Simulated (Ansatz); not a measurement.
Redistribution: C5H10 + CHF3S → C5H10S + CHF3

Species: C5H10 (cyclopentane) `C1CCCC1`, singlet; CHF3S `FC(F)(F)S`, singlet; C5H10S (cyclopentanethiol) `SC1CCCC1`, singlet; CHF3 (trifluoromethane) `FC(F)F`, singlet. The partners trade H for SH; both sit on C, so the bond types are kept.

Shapes, held fixed at every level: PBE0-D4/def2-TZVP. Flexible molecules stand in one conformer, not always the lowest. Programs: Ansatz 0.2.0. Electronic energies: no zero-point or thermal term.

| level | kind | ΔE (kJ/mol) | less CCSD(T)/CBS estimate |
| --- | --- | --- | --- |
| HF/def2-SVP | Hartree–Fock | -27.2 | -2.1 |
| SPW92/def2-TZVPP | LDA | -12.4 | +12.7 |
| PBE-D4/def2-TZVPP | GGA | -16.2 | +8.9 |
| r2SCAN-D4/def2-TZVPP | meta-GGA | -14.7 | +10.4 |
| r2SCAN0-D4/def2-TZVPP | global hybrid | -19.1 | +6.0 |
| CCSD/def2-SVP | coupled cluster or CI | -23.5 | +1.6 |
| CCSD/def2-TZVPP | coupled cluster or CI | -26.3 | -1.2 |
| CCSD(T)/CBS estimate | coupled cluster or CI | -25.1 | 0.0 |

The highest level, CCSD(T)/CBS estimate, gives ΔE = -25.1 kJ/mol; the levels span -27.2 to -12.4. The column of differences is taken from that level and isn't an error. No measured value is set beside it here. The CBS estimate extrapolates MP2 from def2-TZVPP and def2-QZVPP and adds CCSD(T) − MP2 in the triple-zeta set, cores frozen.

Every level makes the exchange exothermic: SH is better placed on the cyclopentyl carbon and H on the trifluoromethyl carbon, by 25.1 kJ/mol at the highest level. The likely reason is polar. Three fluorines leave their carbon strongly positive, so it gains little from a further electron-withdrawing substituent, whereas a secondary alkyl carbon supports the C–S bond by donation and polarisation. Donation from the sulfur lone pair into the C–F antibonding orbitals should favour CF3SH, but evidently doesn't outweigh this.

The sign is therefore secure, the size less so. All the density functionals make the reaction too weakly exothermic relative to the coupled-cluster reference, and r2SCAN does no better than PBE. Exact exchange moves r2SCAN towards the reference, which suggests that the semilocal forms overstate delocalisation in CF3SH. The closeness of Hartree–Fock is probably fortuitous, since CCSD in the same small basis is less exothermic and enlarging the basis shifts it the other way. A single exchange can't apportion the preference between the two carbon centres.
